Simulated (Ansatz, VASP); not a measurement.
## One calculation of MnSb, two programs

The input INCAR:

```
  ALGO = Normal
  EDIFF = 1E-6
  ENCUT = 520
  GGA = PS
  ISIF = 2
  ISMEAR = 0
  ISPIN = 2
  LASPH = True
  LCHARG = False
  LMAXMIX = 4
  LORBIT = 11
  LREAL = False
  LWAVE = False
  MAGMOM = 4.13 0
  NBANDS = 20
  NELM = 150
  PREC = Accurate
  SIGMA = 0.05
```

KPOINTS

```
k-points
0
Gamma
  10 10 10
```

Contents of POSCAR:

```
MnSb
1.0
    0.0000000000      2.9948098587      2.9948098587
    2.9948098587      0.0000000000      2.9948098587
    2.9948098587      2.9948098587      0.0000000000
Mn Sb
1 1
Direct
    0.0000000000      0.0000000000      0.0000000000
    0.2500000000      0.2500000000      0.2500000000
```

Input for Ansatz:

```yaml
crystal:
  lattice:
    - [0.0, 2.9948098587, 2.9948098587]
    - [2.9948098587, 0.0, 2.9948098587]
    - [2.9948098587, 2.9948098587, 0.0]
  atoms:
    - { symbol: Mn, position: [0.0, 0.0, 0.0], spin: 4.13 }
    - { symbol: Sb, position: [0.25, 0.25, 0.25] }
basis:
  ecutwfc: 420
  ecutrho_ratio: 4
kpoints:
  mp_grid: { grid: [10, 10, 10] }
hamiltonian:
  xc: pbesol
scf:
  occupations: { method: gaussian, width: 0.05 }
output:
  forces: true
  stress: true
  eigenvalues: true
  populations: true
magnetization:
  spin_polarized: true
```

Alike in both runs: task single point; functional PBEsol; k mesh 10 × 10 × 10; occupations gaussian, width 0.05 eV; collinear spin.

|  | VASP | Ansatz |
| --- | --- | --- |
| version | VASP 6.6.1 | Ansatz 0.2.0 |
| potentials or method | VASP PAW PBE potentials, release 64 (Mn_pv, Sb) | scalar-relativistic, plane waves, PAW |
| plane-wave cutoff (eV) | 520 | 420 |
| valence electrons in the cell | 18 | 30 |

|  | VASP | Ansatz | Ansatz less VASP |
| --- | --- | --- | --- |
| gap on the k mesh at the Fermi level (eV) | none | none | - |
| pressure (GPa) | 1.7 | 1.8 | +0.10 |
| net moment per atom (μB) | 1.93 | 1.95 | +0.017 |
| size of the moment on the site where the two differ most (μB) | 0.15 | 0.11 | -0.039 |

Site moments also hang on the region over which each program counts them. A gap of «none» marks a metal or a gap that the smearing closes. With one functional, cell and mesh, what is left measures potentials, basis and numerics. The two sets of potentials don't hold the same shells in valence.

Caveats: the PAW data sets were made with another functional, which shifts forces and pressure a little (VASP); a cell with one magnetic atom can't hold antiferromagnetic order, which such compounds often take. The runs have no spin-orbit coupling, so splittings on Sb are missing.
